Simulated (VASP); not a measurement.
Here is a VASP 6.6.1 calculation.

File INCAR:

```
ALGO = Normal
EDIFF = 1E-7
EDIFFG = -0.005
ENCUT = 600
GGA = PE
IBRION = 2
ISIF = 3
ISMEAR = 0
IVDW = 12
LASPH = T
LCHARG = F
LREAL = F
LWAVE = F
NELM = 100
NSW = 100
PREC = Accurate
SIGMA = 0.02
```

KPOINTS

```
k-points
0
Gamma
  10 10 10
```

Contents of POSCAR:

```
Si
1.0
    0.0000000000      2.7154700000      2.7154700000
    2.7154700000      0.0000000000      2.7154700000
    2.7154700000      2.7154700000      0.0000000000
Si
2
Direct
    0.5000000000      0.5000000000      0.5000000000
    0.7500000000      0.7500000000      0.7500000000
```

Potentials or basis: VASP PAW PBE potentials, release 64 (Si).

Run with:

```console
$ cat potpaw_PBE.64/Si/POTCAR > POTCAR
$ mpirun -np 1 vasp_std > vasp.out
```

Task: Estimate the relaxed volume.

Result: 19.90 Å³/atom.

Task: Estimate the relaxed cell.

Result: a = 3.832 Å, b = 3.832 Å, c = 3.832 Å, α = 60.00°, β = 60.00°, γ = 60.00°.

Task: Estimate the dispersion energy per atom.

Result: -0.316 eV.

The path:
```csv
step,energy change (eV),largest force (eV/Å),pressure (GPa),volume (Å³)
1,0.0000,0.0000,-0.55,40.05
2,-0.0003,0.0000,0.36,39.65
3,-0.0004,0.0000,0.01,39.80
```
